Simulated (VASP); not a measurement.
Input:

```yaml
crystal:
  lattice:
    - [2.67843, 0.00000, 0.00000]
    - [0.00000, 2.67843, 0.00000]
    - [0.00000, 0.00000, 3.73189]
  atoms:
    - { symbol: Co, position: [0.00000, 0.00000, 0.00000], spin: 2.2 }
    - { symbol: Pt, position: [0.50000, 0.50000, 0.50000], spin: 0.3 }
```

Method: r2SCAN meta-GGA, VASP's PBE PAW potentials (set 64) (plane waves; VASP). Run with 520 eV cut-off, 15×15×11 Γ-centred mesh, tetrahedra with Blöchl corrections, potentials Co Pt.

Unless said otherwise, spin-orbit coupling is left out, though it shifts the bands of the heavy elements here.

Problem. Estimate the cell moment, energy per atom (σ→0), band gap (over mesh and band path) with the smallest direct gap where there is one.

Solution. 
The band gap (over mesh and band path) comes out as none (metal, semimetal or under 0.01 eV). The cell moment is 2.42 μB and the energy per atom (σ→0) comes out as -32.507 eV/atom.

Problem. Give the moment on each site (PAW-sphere projection).

Solution. 
```csv
site,moment (μB)
Co1,2.16
Pt2,0.33
```

The absolute energy has meaning only against runs of the same code, potentials and settings.

The compound is CoPt in the L1_0 structure. It was relaxed first.
